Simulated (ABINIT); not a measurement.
MgB2:

```
Mg B
1.0
     3.08500    0.00000    0.00000
    -1.54250    2.67169    0.00000
     0.00000    0.00000    3.52300
Mg B
1 2
Direct
  0.00000 0.00000 0.00000
  0.66667 0.33333 0.50000
  0.33333 0.66667 0.50000
```

| Quantity | Value |
| --- | --- |
| Program | ABINIT 10.8.3 (patched build) |
| Task | single point |
| Functional | PBE |
| Potentials or basis | JTH PAW PBE v2.0 |
| Cutoff | 517 eV |
| k mesh | 10 × 10 × 8 |
| Occupations | fermi-dirac, width 0.05 eV |
| Spin | no spin polarisation |

On this cell: pressure -1.2 GPa; largest force under 0.003 eV/Å; band gap on the k mesh none (metal or under the smearing width).

The same run follows on a disturbed copy (atoms moved at random, drawn with an rms of 0.05 Å):

```
CELL_PARAMETERS angstrom
3.08500 0.00000 0.00000
-1.54250 2.67169 0.00000
0.00000 0.00000 3.52300
ATOMIC_POSITIONS crystal
Mg 0.01959 0.99359 0.99020
B 0.66441 0.32161 0.49171
B 0.33637 0.66639 0.50926
```

Question: What does the disturbed cell give?

Answer: The energy (extrapolated to zero smearing) moves by +10.9 meV/atom; pressure -1.0 GPa; largest force 0.737 eV/Å; band gap on the k mesh none (metal or under the smearing width).

Forces on the atoms (eV/Å):
```
Mg  -0.282  0.007  0.239
B    0.134  0.152  0.466
B    0.148 -0.159 -0.705
```

Stress tensor (GPa, compression positive):
```
-1.57 -0.01 -0.30
-0.01 -0.68  0.10
-0.30  0.10 -0.64
```

Caveats: the atomic spheres overlap.
